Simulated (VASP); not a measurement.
# Sb (Fm-3m) in VASP: further runs, part 2 of 3

VASP 6.6.1.

**4. Single point, r2SCAN**

INCAR

```
SYSTEM = Sb
  PREC = Normal
  ENCUT = 450
  EDIFF = 1E-4
  ISMEAR = 0
  SIGMA = 0.05
  LREAL = Auto
  LASPH = .TRUE.
  NELM = 100
  ALGO = Normal
  ISIF = 2
  LWAVE = .FALSE.
  LCHARG = .FALSE.
  METAGGA = R2SCAN
  LMIXTAU = .TRUE.
  NBANDS = 8
  ADDGRID = .FALSE.
```

KPOINTS

```
regular mesh
0
G
  4 4 4
  0 0 0
```

POSCAR

```
Sb
1.0
    0.0000000000      2.3712425216      2.3712425216
    2.3712425216      0.0000000000      2.3712425216
    2.3712425216      2.3712425216      0.0000000000
Sb
1
Direct
    0.0000000000      0.0000000000      0.0000000000
```

Potentials or basis: VASP PAW PBE potentials, release 64 (Sb).

Launch:

```console
> cat potpaw_PBE.64/Sb/POTCAR > POTCAR
> mpirun -np 1 vasp_std > vasp.out
```

OUTCAR:

```text
SYSTEM = Sb
   PREC = Normal
   ENCUT = 450
   EDIFF = 1E-4
   ISMEAR = 0
   LREAL = Auto
   LASPH = .TRUE.
   NELM = 100
   ISIF = 2
   METAGGA = R2SCAN

 Found      8 irreducible k-points:

 Following reciprocal coordinates:
            Coordinates               Weight
  0.000000  0.000000  0.000000      1.000000
  0.250000  0.000000  0.000000      8.000000
  0.500000  0.000000  0.000000      4.000000
  0.250000  0.250000  0.000000      6.000000
  0.500000  0.250000  0.000000     24.000000
 -0.250000  0.250000  0.000000     12.000000
   k-points           NKPTS =      8   k-points in BZ     NKDIM =      8   number of bands    NBANDS=      8
   number of dos      NEDOS =    301   number of ions     NIONS =      1
   total plane-waves  NPLWV =   5832
   dimension x,y,z NGX =    18 NGY =   18 NGZ =   18
   dimension x,y,z NGXF=    36 NGYF=   36 NGZF=   36
   ions per type =               1
   NGX,Y,Z   is equivalent  to a cutoff of   8.92,  8.92,  8.92 a.u.
   NGXF,Y,Z  is equivalent  to a cutoff of  17.85, 17.85, 17.85 a.u.
 SYSTEM =  Sb
   PREC   = normal    normal or accurate (medium, high low for compatibility)
   ISTART =      0    job   : 0-new  1-cont  2-samecut
   ICHARG =      2    charge: 1-file 2-atom 10-const
   ISPIN  =      1    spin polarized calculation?
   LNONCOLLINEAR =      F non collinear calculations
   LSORBIT =      F    spin-orbit coupling
   LASPH  =      T    aspherical Exc in radial PAW
   ENCUT  =  450.0 eV  33.07 Ry    5.75 a.u.   5.80  5.80  5.80*2*pi/ulx,y,z
   NELM   =    100;   NELMIN=  2; NELMDL= -5     # of ELM steps
   EDIFF  = 0.1E-03   stopping-criterion for ELM
   LREAL  =      T    real-space projection
   EDIFFG = 0.1E-02   stopping-criterion for IOM
   NSW    =      0    number of steps for IOM
   IBRION =     -1    ionic relax: 0-MD 1-quasi-New 2-CG
   NFREE  =      0    steps in history (QN), initial steepest desc. (CG)
   ISIF   =      2    stress and relaxation
   ISYM   =      2    0-nonsym 1-usesym 2-fastsym
   POTIM  = 0.5000    time-step for ionic-motion
   TEBEG  =    0.0;   TEEND  =   0.0 temperature during run
   PSTRESS=    0.0 pullay stress
   NELECT =       5.0000    total number of electrons
   NUPDOWN=      -1.0000    fix difference up-down
   EMIN   =  10.00;   EMAX   =-10.00  energy-range for DOS
   EFERMI =   0.00;   METHOD = LEGACY
   ISMEAR =     0;   SIGMA  =   0.05  broadening in eV -4-tet -1-fermi 0-gaus
   EFERMI_NEDOS =   21; number of points for ismear=-14 and -15
   IALGO  =     38    algorithm
   IMIX   =      4    mixing-type and parameters
     AMIX     =   0.40;   BMIX     =  1.00
     AMIX_MAG =   1.60;   BMIX_MAG =  1.00
  volume/ion in A,a.u.               =      26.67       179.95
  Fermi-wavevector in a.u.,A,eV,Ry     =   0.937013  1.770697 11.945820  0.877993
  Thomas-Fermi vector in A             =   2.064081
   LORBIT       =      0    0 simple, 1 ext, 2 COOP (PROOUT), +10 PAW based schemes
   METAGGA = R2SCAN    functional components
   LHFCALC =     F    Hartree Fock is set to
   AEXX    =    0.0000 exact exchange contribution
   IVDW    =     0    specifies the selected vdW correction
   LEPSILON=     F    determine dielectric tensor
   LRPA    =     F    only Hartree local field effects (RPA)
 non-spin polarized calculation
 Gauss-broadening in eV      SIGMA  =   0.05
  energy-cutoff  :      450.00
  volume of cell :       26.67
 maximum number of plane-waves:       604
   NGX = 11   NGY = 11   NGZ = 11

 number of electron       4.9999999 magnetization

 Free energy of the ion-electron system (eV)
  ---------------------------------------------------
  ext. energy  EPLUGINS =         0.00000000
  ---------------------------------------------------
  free energy    TOTEN  =       -25.25443571 eV

  energy without entropy =      -25.24337388  energy(sigma->0) =      -25.24890480

 E-fermi :   7.8213     XC(G=0): -10.9115

 val. band max:        7.8077050015   @ k =   0.5000   0.2500   0.0000
 cond. band min:       8.9504282707   @ k =   0.5000   0.5000   0.0000
 fundamental gap:      1.1427232692
 Fermi energy:         7.8212906335

 k-point     1 :       0.0000    0.0000    0.0000
  band No.  band energies     occupation
      1      -5.0950      2.00000
      2      14.2986      0.00000
      3      14.2986      0.00000
      4      14.2986      0.00000
      5      19.0415      0.00000
      6      19.0415      0.00000
      7      19.0415      0.00000
      8      19.5664      0.00000

 k-point     2 :       0.2500    0.0000    0.0000
  band No.  band energies     occupation
      1      -3.7826      2.00000
      2       7.7701      1.85236
      3      13.1739      0.00000
      4      13.1739      0.00000
      5      17.4277      0.00000
      6      19.5137      0.00000
      7      19.5137      0.00000
      8      21.1523      0.00000

 k-point     3 :       0.5000    0.0000    0.0000
  band No.  band energies     occupation
      1      -1.0055      2.00000
      2       2.3500      2.00000
      3      12.4576      0.00000
      4      12.4576      0.00000
      5      17.3869      0.00000
      6      18.1642      0.00000
      7      18.1642      0.00000
      8      19.0793      0.00000

 k-point     4 :       0.2500    0.2500    0.0000
  band No.  band energies     occupation
      1      -3.3372      2.00000
      2       9.6186      0.00000
      3      10.8057      0.00000
      4      10.8057      0.00000
      5      14.8653      0.00000
      6      15.8477      0.00000
      7      23.8473      0.00000
      8      23.8473      0.00000

 k-point     5 :       0.5000    0.2500    0.0000
  band No.  band energies     occupation
      1      -0.5974      2.00000
      2       4.3012      2.00000
      3       7.8077      1.29921
      4      10.2700      0.00000
      5      14.5425      0.00000
      6      19.3282      0.00000
      7      22.1322      0.00000
      8      23.0880      0.00000

 k-point     6 :      -0.2500    0.2500    0.0000
  band No.  band energies     occupation
      1      -1.7068      2.00000
      2       6.0032      2.00000
      3       6.9997      2.00000
      4      12.1731      0.00000
      5      16.2760      0.00000
      6      20.8849      0.00000
      7      21.0454      0.00000
      8      21.5505      0.00000

 [... further k-points ...]

------------------------ aborting loop because EDIFF is reached ----------------------------------------

  FORCE on cell =-STRESS in cart. coord.  units (eV):
  Direction    XX          YY          ZZ          XY          YZ          ZX
  --------------------------------------------------------------------------------------
  -------------------------------------------------------------------------------------
  Total        0.1741287      0.1741287      0.1741287      0.0000000      0.0000000     -0.0000000
  in kB       10.4621988     10.4621988     10.4621988      0.0000000      0.0000000     -0.0000000
  external PRESSURE =      10.4621988 kB  Pullay stress =       0.0000000 kB

 VOLUME and BASIS-vectors are now :
 -----------------------------------------------------------------------------
  energy-cutoff  :      450.00
  volume of cell :       26.67
      direct lattice vectors                 reciprocal lattice vectors
     0.000000000  2.371242522  2.371242522    -0.210859916  0.210859916  0.210859916
     2.371242522  0.000000000  2.371242522     0.210859916 -0.210859916  0.210859916
     2.371242522  2.371242522  0.000000000     0.210859916  0.210859916 -0.210859916

 POSITION                                       TOTAL-FORCE (eV/Angst)
 -----------------------------------------------------------------------------------
      0.00000      0.00000      0.00000         0.000000     -0.000000      0.000000
 -----------------------------------------------------------------------------------
    total drift:                               -0.000000     -0.000000      0.000000

  FREE ENERGIE OF THE ION-ELECTRON SYSTEM (eV)
  ---------------------------------------------------
  free  energy   TOTEN  =       -25.2544357138 eV

  energy  without entropy=      -25.2433738767  energy(sigma->0) =      -25.24890480
```

It used 7.9 s of CPU time on 1 thread of Intel(R) Xeon(R) Platinum 8559C (Emerald Rapids), on a shared host, which was overloaded at the time.

These settings aren't checked as converged: the numbers below hold their error.

Results:

```
Free energy            : -25.2544 eV
Pressure               : 1.0 GPa
Band gap on the k mesh : none (metal or under the smearing width)
```

Caveat: the k mesh is coarse (spacing up to 0.57 Å⁻¹), so the values aren't converged; the PAW data sets were made with another functional, which shifts forces and pressure a little.

**5. Single point, r2SCAN**

INCAR: that of step 4 with these lines changed.

```diff
@@ -1,8 +1,8 @@
 SYSTEM = Sb
-  PREC = Normal
-  ENCUT = 450
-  EDIFF = 1E-4
+  PREC = Accurate
+  ENCUT = 300
+  EDIFF = 1E-6
   ISMEAR = 0
   SIGMA = 0.05
-  LREAL = Auto
+  LREAL = .FALSE.
   LASPH = .TRUE.
```

KPOINTS

```
regular mesh
0
G
  5 5 5
  0 0 0
```

POSCAR is that of step 4.

Potentials or basis: VASP PAW PBE potentials, release 64 (Sb).

Launch:

```console
> cat potpaw_PBE.64/Sb/POTCAR > POTCAR
> mpirun -np 1 vasp_std > vasp.out
```

OUTCAR:

```text
SYSTEM = Sb
   PREC = Accurate
   ENCUT = 300
   EDIFF = 1E-6
   ISMEAR = 0
   LREAL = .FALSE.
   LASPH = .TRUE.
   NELM = 100
   ISIF = 2
   METAGGA = R2SCAN

 Found     10 irreducible k-points:

 Following reciprocal coordinates:
            Coordinates               Weight
  0.000000  0.000000  0.000000      1.000000
  0.200000  0.000000  0.000000      8.000000
  0.400000  0.000000  0.000000      8.000000
  0.200000  0.200000  0.000000      6.000000
  0.400000  0.200000  0.000000     24.000000
 -0.400000  0.200000  0.000000     24.000000
   k-points           NKPTS =     10   k-points in BZ     NKDIM =     10   number of bands    NBANDS=      8
   number of dos      NEDOS =    301   number of ions     NIONS =      1
   total plane-waves  NPLWV =   8000
   dimension x,y,z NGX =    20 NGY =   20 NGZ =   20
   dimension x,y,z NGXF=    40 NGYF=   40 NGZF=   40
   ions per type =               1
   NGX,Y,Z   is equivalent  to a cutoff of   9.91,  9.91,  9.91 a.u.
   NGXF,Y,Z  is equivalent  to a cutoff of  19.83, 19.83, 19.83 a.u.
 SYSTEM =  Sb
   PREC   = accura    normal or accurate (medium, high low for compatibility)
   ISTART =      0    job   : 0-new  1-cont  2-samecut
   ICHARG =      2    charge: 1-file 2-atom 10-const
   ISPIN  =      1    spin polarized calculation?
   LNONCOLLINEAR =      F non collinear calculations
   LSORBIT =      F    spin-orbit coupling
   LASPH  =      T    aspherical Exc in radial PAW
   ENCUT  =  300.0 eV  22.05 Ry    4.70 a.u.   4.74  4.74  4.74*2*pi/ulx,y,z
[... 60 lines left out ...]
      2      14.3012      0.00000
      3      14.3012      0.00000
      4      14.3012      0.00000
      5      19.0485      0.00000
      6      19.0485      0.00000
      7      19.0485      0.00000
      8      19.6227      0.00000
[... 45 lines left out ...]
 k-point     6 :      -0.4000    0.2000    0.0000
  band No.  band energies     occupation
      1      -0.4657      2.00000
      2       3.3210      2.00000
      3       8.1989      2.00000
      4      11.3303      0.00000
      5      15.5381      0.00000
      6      20.4275      0.00000
      7      20.8200      0.00000
      8      24.0368      0.00000

 [... further k-points ...]

------------------------ aborting loop because EDIFF is reached ----------------------------------------

  FORCE on cell =-STRESS in cart. coord.  units (eV):
  Direction    XX          YY          ZZ          XY          YZ          ZX
  --------------------------------------------------------------------------------------
  -------------------------------------------------------------------------------------
  Total        0.2147317      0.2147317      0.2147317      0.0000000     -0.0000000      0.0000000
  in kB       12.9017579     12.9017579     12.9017579      0.0000000     -0.0000000      0.0000000
  external PRESSURE =      12.9017579 kB  Pullay stress =       0.0000000 kB

 VOLUME and BASIS-vectors are now :
 -----------------------------------------------------------------------------
  energy-cutoff  :      300.00
  volume of cell :       26.67
      direct lattice vectors                 reciprocal lattice vectors
     0.000000000  2.371242522  2.371242522    -0.210859916  0.210859916  0.210859916
     2.371242522  0.000000000  2.371242522     0.210859916 -0.210859916  0.210859916
     2.371242522  2.371242522  0.000000000     0.210859916  0.210859916 -0.210859916

 POSITION                                       TOTAL-FORCE (eV/Angst)
 -----------------------------------------------------------------------------------
      0.00000      0.00000      0.00000         0.000000      0.000000     -0.000000
 -----------------------------------------------------------------------------------
    total drift:                                0.000000      0.000000     -0.000000

  FREE ENERGIE OF THE ION-ELECTRON SYSTEM (eV)
  ---------------------------------------------------
  free  energy   TOTEN  =       -25.1631874459 eV

  energy  without entropy=      -25.1586915257  energy(sigma->0) =      -25.16093949
```

OSZICAR:

```text
N       E                     dE             d eps       ncg     rms          rms(c)
DAV:   1    -0.190079889741E+02   -0.19008E+02   -0.13458E+03   160   0.270E+02
DAV:   2    -0.257196990959E+02   -0.67117E+01   -0.65859E+01   216   0.450E+01
DAV:   3    -0.257892162826E+02   -0.69517E-01   -0.69517E-01   192   0.528E+00
DAV:   4    -0.257893385740E+02   -0.12229E-03   -0.12229E-03   264   0.258E-01
DAV:   5    -0.257893386198E+02   -0.45829E-07   -0.46107E-07   176   0.289E-03    0.147E+00
DAV:   6    -0.250401861200E+02    0.74915E+00   -0.10053E-01   184   0.233E+00    0.921E-01
DAV:   7    -0.252061582258E+02   -0.16597E+00   -0.95466E-02   168   0.219E+00    0.178E-01
DAV:   8    -0.251622884918E+02    0.43870E-01   -0.38983E-02   200   0.138E+00    0.738E-02
DAV:   9    -0.251625044773E+02   -0.21599E-03   -0.23621E-04   232   0.115E-01    0.899E-02
DAV:  10    -0.251613502154E+02    0.11543E-02   -0.48502E-04   176   0.156E-01    0.467E-02
DAV:  11    -0.251630528364E+02   -0.17026E-02   -0.86467E-04   160   0.210E-01    0.279E-02
DAV:  12    -0.251631167774E+02   -0.63941E-04   -0.29854E-05   216   0.364E-02    0.274E-02
DAV:  13    -0.251630506013E+02    0.66176E-04   -0.13448E-05   184   0.285E-02    0.330E-02
DAV:  14    -0.251631863903E+02   -0.13579E-03   -0.14959E-04   160   0.962E-02    0.303E-03
DAV:  15    -0.251631874655E+02   -0.10752E-05   -0.28132E-06   248   0.145E-02    0.374E-03
DAV:  16    -0.251631874459E+02    0.19542E-07   -0.85608E-09   112   0.762E-04
   1 F= -.25163187E+02 E0= -.25160939E+02  d E =-.449592E-02
```

stdout:

```text
POSCAR found type information on POSCAR Sb
 POSCAR found :  1 types and       1 ions
 scaLAPACK will be used
 -----------------------------------------------------------------------------
|                                                                             |
|                                                                             |
|     You enforced a specific xc type in the INCAR file but a different       |
|     I HOPE YOU KNOW WHAT YOU ARE DOING!                                     |
|                                                                             |
 -----------------------------------------------------------------------------

 LDA part: xc-table for (None), standard interpolation
 POSCAR, INCAR and KPOINTS ok, starting setup
 FFT: planning ... GRIDC
 FFT: planning ... GRID_SOFT
 FFT: planning ... GRID
 WAVECAR not read
 entering main loop
```

Wall time 15 s (1 thread of Intel Xeon Platinum 8559C (Emerald Rapids), shared host); peak memory 0.11 GiB.

The run converged, but some of its settings lie outside the range that counts as converged, so its numbers aren't taken as properties of the crystal.

What came out:

* Free energy: -25.1632 eV
* Pressure: 1.3 GPa
* Band gap on the k mesh: none (metal or under the smearing width)

Caveat: the k mesh is coarse (spacing up to 0.46 Å⁻¹), so the values aren't converged; the PAW data sets were made with another functional, which shifts forces and pressure a little.

[end of part 2 of 3]
